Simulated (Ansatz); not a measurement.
**Fe, single point**

Fe is taken as a measured crystal structure (space group Fm-3m, primitive cell doubled), 2 atoms in the cell. Source: COD entry 9012706; it may be a high-temperature, high-pressure or metastable form.

These are results of DFT, PBE, PAW, plane waves, scalar-relativistic in Ansatz, not measurements.

Input:

```yaml
crystal:
  lattice:
    - [0.0, 1.8195, 1.8195]
    - [1.8195, 0.0, 1.8195]
    - [3.639, 3.639, 0.0]
  atoms:
    - { symbol: Fe, position: [0.0, 0.0, 0.0], spin: 1.6 }
    - { symbol: Fe, position: [0.0, 0.0, 0.5], spin: -1.6 }
magnetization:
  spin_polarized: true
hamiltonian:
  xc: pbe
  pseudopotentials: { kind: paw }
basis:
  ecutwfc: 420
kpoints:
  mp_grid: { grid: [12, 12, 6] }
scf:
  occupations: { method: fermi_dirac, width: 0.05 }
  lower_state_search: "off"
output:
  forces: true
  stress: true
```

Output (shortened):

```
Pseudopotentials: kind: paw
Pseudopotential: Fe, paw, valence charge 16, recommended cutoff 420 eV (normal), Fe.paw.azcp
Functional definition: PBE
Crystal: 2 atoms, lattice volume = 24.094 Å³
Basis set: ecut = 420 eV, 501 PW (Γ), exchange–correlation on 36×36×72 points (8 copies of the dense FFT grid, shifted against one another)
Bands: 22, of which v1, the nominal top of the filled ones, is band 16 counted from 1 (15 counted from 0)
Symmetry: 12 space group operations
Space group: R-3m (ITA 166), of the structure as read, at distance tolerance 2.9e-5 Å
Magnetic group: BNS 166.102 (UNI 1332), of the structure as read, at distance tolerance 2.9e-5 Å
k-points: 98 of 864
Non-local potential: Fe, projectors of the file, l = 0: 3, l = 1: 2, l = 2: 3, l = 3: 1
Initial density: superposition of atomic densities (chi_scale 0.1, normalization cell)
Starting moments: Σ|m| = 3.2 μB on 2 of 2 sites
Starting magnetic order: antiferromagnet; a translation exchanges its spin sublattices: spin-degenerate at every k-point
Initial wavefunctions: pseudopotential atomic-orbital guess
Functional: x = pbe(κ = 0.804, μ = 0.2195149727645171), c = pbe(β = 0.06672455060314922)
spin-down is spin-up translated by (0, 0, 0.5): one eigenproblem is solved per k-point and the antiferromagnetic symmetry of the starting moments is kept exactly by this SCF (crystal.symmetry.spin_inversion_symmetry: false solves both channels; [...]
SCF iter   1: F=—  HF=-8960.617152 eV  |F-HF|=—  |Δ(HF+E_count)|=         —  Δρ=4.50e-2 (↑4.50e-2 ↓4.50e-2)  dr2=1.09e0  dr2_m=3.53e-2  M=0.000 μB ∫|m|=2.980 μB  β_m=1.00  ethr=3.10e-3  ⟨swp⟩=4.4  Hψ=8089  notcnv=0
preconditioner: auto → none  [metal: Δε(μ)=0.004 eV  Ē_g=6.861 eV  σ=0.050 eV  W_gap=0.02  n_scr=2 (ndim 8)  ℏωp=30.3 eV  f_vac=0.000  D(μ)=4.04/eV (n_scr^D=60)  sad-step TF]
SCF iter   2: F=—  HF=-8960.502360 eV  |F-HF|=—  |Δ(HF+E_count)|=   1.15e-1  Δρ=2.09e-2 (↑2.09e-2 ↓2.09e-2)  dr2=1.65e-1  dr2_m=3.50e-2  M=0.000 μB ∫|m|=3.174 μB  β_m=1.00  ethr=3.10e-3  ⟨swp⟩=2.0  Hψ=3421  notcnv=0  defer=3
SCF iter   3: F=—  HF=-8960.437906 eV  |F-HF|=—  |Δ(HF+E_count)|=   6.45e-2  Δρ=8.64e-3 (↑8.64e-3 ↓8.64e-3)  dr2=1.32e-2  dr2_m=1.17e-2  M=0.000 μB ∫|m|=3.292 μB  β_m=1.00  ethr=5.16e-4  ⟨swp⟩=2.3  Hψ=2878  notcnv=0  defer=3
SCF iter   4: F=—  HF=-8960.434192 eV  |F-HF|=—  |Δ(HF+E_count)|=   3.71e-3  Δρ=4.89e-3 (↑4.89e-3 ↓4.89e-3)  dr2=6.98e-4  dr2_m=4.73e-3  M=0.000 μB ∫|m|=3.370 μB  β_m=1.00  ethr=4.11e-5  ⟨swp⟩=2.1  Hψ=3497  notcnv=0  defer=3
SCF iter   5: F=—  HF=-8960.453226 eV  |F-HF|=—  |Δ(HF+E_count)|=   1.90e-2  Δρ=4.93e-3 (↑4.93e-3 ↓4.93e-3)  dr2=1.10e-3  dr2_m=4.92e-3  M=0.000 μB ∫|m|=3.448 μB  β_m=1.00  ethr=2.18e-6  ⟨swp⟩=2.1  Hψ=4468  notcnv=0  defer=4
SCF iter   6: F=—  HF=-8960.465761 eV  |F-HF|=—  |Δ(HF+E_count)|=   1.25e-2  Δρ=4.46e-3 (↑4.46e-3 ↓4.46e-3)  dr2=8.38e-4  dr2_m=4.01e-3  M=0.000 μB ∫|m|=3.516 μB  β_m=1.00  ethr=2.18e-6  ⟨swp⟩=2.1  Hψ=3213  notcnv=0  defer=4
[... 6 iterations left out ...]
SCF iter  13: F=—  HF=-8960.510700 eV  |F-HF|=—  |Δ(HF+E_count)|=   3.24e-3  Δρ=4.50e-3 (↑4.50e-3 ↓4.50e-3)  dr2=2.77e-3  dr2_m=3.50e-3  M=0.000 μB ∫|m|=3.959 μB  β_m=0.74  ethr=1.87e-7  ⟨swp⟩=3.1  Hψ=5363  notcnv=0  defer=4
SCF iter  14: F=—  HF=-8960.511981 eV  |F-HF|=—  |Δ(HF+E_count)|=   1.28e-3  Δρ=1.54e-3 (↑1.54e-3 ↓1.54e-3)  dr2=3.70e-4  dr2_m=3.67e-4  M=0.000 μB ∫|m|=4.057 μB  β_m=0.74  ethr=1.87e-7  ⟨swp⟩=2.2  Hψ=4089  notcnv=0  defer=4
SCF iter  15: F=—  HF=-8960.512259 eV  |F-HF|=—  |Δ(HF+E_count)|=   2.77e-4  Δρ=3.50e-4 (↑3.50e-4 ↓3.50e-4)  dr2=2.14e-5  dr2_m=1.20e-5  M=0.000 μB ∫|m|=4.114 μB  β_m=0.65  ethr=1.87e-7  ⟨swp⟩=2.0  Hψ=3826  notcnv=0  defer=3
SCF iter  16: F=—  HF=-8960.512255 eV  |F-HF|=—  |Δ(HF+E_count)|=   3.42e-6  Δρ=9.77e-5 (↑9.77e-5 ↓9.77e-5)  dr2=4.85e-7  dr2_m=1.84e-6  M=0.000 μB ∫|m|=4.122 μB  β_m=0.83  ethr=6.68e-8  ⟨swp⟩=2.0  Hψ=3002  notcnv=0  defer=3
SCF iter  17: F=—  HF=-8960.512256 eV  |F-HF|=—  |Δ(HF+E_count)|=   5.50e-7  Δρ=8.31e-5 (↑8.31e-5 ↓8.31e-5)  dr2=1.66e-7  dr2_m=1.39e-6  M=0.000 μB ∫|m|=4.118 μB  β_m=0.86  ethr=1.52e-9  ⟨swp⟩=2.0  Hψ=3690  notcnv=0  defer=3
SCF iter  18: F=—  HF=-8960.512256 eV  |F-HF|=—  |Δ(HF+E_count)|=   4.75e-7  Δρ=2.76e-5 (↑2.76e-5 ↓2.76e-5)  dr2=2.27e-8  dr2_m=1.51e-7  M=0.000 μB ∫|m|=4.120 μB  β_m=0.90  ethr=3.13e-10  ⟨swp⟩=4.1  Hψ=7217  notcnv=0
SCF iter  19: F=-8960.512256 eV  HF=-8960.512256 eV  |F-HF|=5.09e-11  |Δ(HF+E_count)|=   5.08e-8  Δρ=4.16e-6 (↑4.16e-6 ↓4.16e-6)  dr2=5.77e-10  dr2_m=3.35e-9  M=0.000 μB ∫|m|=4.120 μB  ethr=7.09e-11  ⟨swp⟩=3.9  Hψ=6130  notcnv=0
SCF 1 converged in 19 iterations: F = -8960.512256 eV  dr2 = 5.77e-10
  greatest PAW one-centre occupation: 1.001 electrons in one spin orbital (limit 2), on the Fe atom at site 1 (counted from 0), in its partial waves of l = 1
SCF converged after 19 iterations
Magnetization: 0.0000 μB (16.0000 up, 16.0000 down)
Absolute magnetization: 4.1203 μB (∫|ρ↑−ρ↓|, with the PAW one-centre terms)
Spin contamination: 1.6559 ħ² per cell (⟨S²⟩ above its minimum at these occupations)
Per-site moments (μB) at R_I (Å): [(2.0146, 1.0614), (-2.0146, 1.0614)]
Free energy (F): -8960.512256 eV
Harris-Foulkes:  -8960.512256 eV  (|F-HF|=5.09e-11)
Internal energy: -8960.483580 eV  (E = F + TS)
E sigma→0 (E₀):  -8960.497918 eV
Entropy (-TS):   -0.028676 eV (-14.338 meV/atom)
Fermi energy:    17.471606 eV
--- Per-component energies (eV) ---
  E_band       = -463.896035
  E_kinetic    = 697.658721
  E_local      = -4267.820959  (includes V_loc(G=0)·N_el)
  E_nonlocal   = 435.943984
  E_hartree    = 1784.293560
  E_xc         = -234.737388
  E_vxc        = -302.203984  (∫ρ·V_xc dr)
  E_paw        = -2731.354944  (= ΣΔE_a)
  E_vpaw       = -596.062483  (= ΣTr[D̂ρ^β])
  E_aug_tail   = 0.001551  (compensation charges beyond the density's cutoff)
  E_ewald      = -4644.468106
  E_smearing   = -0.028676  (= −TS)
  E_closure    = 0.000000  (closes the sum)
  Σ components = -8960.512256   (vs F -8960.512256, Δ=0.00e0)
--- Forces (eV/Å), atoms counted from 1 ---
  atom   1  Fe     0.00000000     0.00000000     0.00000000
  atom   2  Fe     0.00000000    -0.00000000     0.00000000
  max |Σ_I F_I| component: 5.26e-30 eV/Å
--- Stress (GPa, compression-positive) ---
      -14.189557       2.784623      -2.784623
        2.784623     -14.189557      -2.784623
       -2.784623      -2.784623     -14.189557
  P = ⅓ Tr σ = -14.1896 GPa (-141.896 kbar)
```

Among 13 converged runs of this cell from various starts and settings, this end is 69.6 meV/atom above the lowest found (ferromagnetic, site moments Fe1 2.61, Fe2 2.61 μB, total 5.12 μB per cell, no gap on the k-mesh).

The log names the space group R-3m, not the crystal's Fm-3m, as the starting moments make like atoms unequal.

The run took 2.2 s on 2 threads of x86-64 server CPU, on a shared host, peak memory 0.38 GiB.
